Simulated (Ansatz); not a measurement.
NaH built on the zincblende prototype, relaxed with r2SCAN: the symmetry is F-43m (No. 216, cubic); conventional cell a = 5.194 Å, 17.51 Å³ an atom. Na is surrounded by 4 H at 2.25 Å; H is surrounded by 4 Na at 2.25 Å. One-shot G0W0@PBE in the plane-wave code Ansatz on a 6×6×6 mesh (contour deformation, no spin-orbit coupling), from a PBE gap of 3.634 eV over the mesh points (the G0W0 gap is indirect on the mesh); the number N of bands summed and the screening cutoff rise together. No spin polarisation. The prototype was imposed, so other structures may be more stable.

```
  N  cutoff (eV)  1000/N  G0W0 gap (eV)
 84          100  11.905          5.751
197          180   5.076          5.850
```

**Question.** Lay a straight line in 1000/N through these rows.

**Answer.** The slope is -0.0145 eV per unit of 1000/N and the intercept 5.924 eV.

**Question.** Predict the gap at N = 377 (260 eV).

**Answer.** 5.924 + (-0.0145) × 2.653 = 5.886 eV; the run gives 5.888 eV, +0.002 eV from the line.

**Question.** With that run's result added, what limit do the last two rows suggest?

**Answer.** Their slope is (5.888 − 5.850)/(2.653 − 5.076) = -0.0157, which meets 1/N = 0 at 5.93 eV, against 5.924 eV from the first line. The two lines nearly agree; the k mesh isn't extrapolated.
